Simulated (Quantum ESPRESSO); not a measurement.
## Ga: phonons at R under several settings

```xyz
1
Lattice="2.7165 0.0000 0.0000 0.0000 2.7165 0.0000 0.0000 0.0000 2.7165" Properties=species:S:1:pos:R:3 pbc="T T T"
Ga    0.0000    0.0000    0.0000
```

The cell was built by a generator and needn't be a form met in nature.

All runs used Quantum ESPRESSO 7.5; k mesh 7 × 7 × 7; relaxed cell; no spin polarisation; cutoff 1088 eV; occupations cold, width 0.2 eV.

```csv
level,potentials,volume (Å³/atom),pressure (GPa),frequencies (cm⁻¹)
LDA,PseudoDojo 0.4.1 SR LDA standard,17.72,-0.1,193 193 193
PBE,PseudoDojo 0.4.1 SR PBE standard,19.68,0.0,175 175 175
PBEsol,PseudoDojo 0.4.1 SR PBEsol standard,18.45,-0.1,187 187 187
BLYP,PseudoDojo 0.4.1 SR PBE standard,21.95,0.5,160 160 160
revPBE,PseudoDojo 0.4.1 SR PBE standard,?,0.0,?
PW91,PseudoDojo 0.4.1 SR PBE standard,19.73,0.0,167 167 167
vdW-DF-cx,PseudoDojo 0.4.1 SR PBE standard,18.69,-0.1,190 190 190
```

Question: What stands in the row left open?

Answer: Volume 20.33 Å³/atom; frequencies 170 170 170 cm⁻¹.

Caveats: the mesh is thin for the phonons of a metal; the q point doesn't lie on the k mesh, which can shift a metal's frequencies strongly unless the mesh is converged; the potentials were made for another functional, which shifts forces and pressure (some runs).

For the row left open. Caveat: the k mesh is coarse; the mesh is thin for the phonons of a metal; the potentials were made for another functional, which shifts forces and pressure; the q point doesn't lie on the k mesh, which can shift a metal's frequencies strongly unless the mesh is converged.
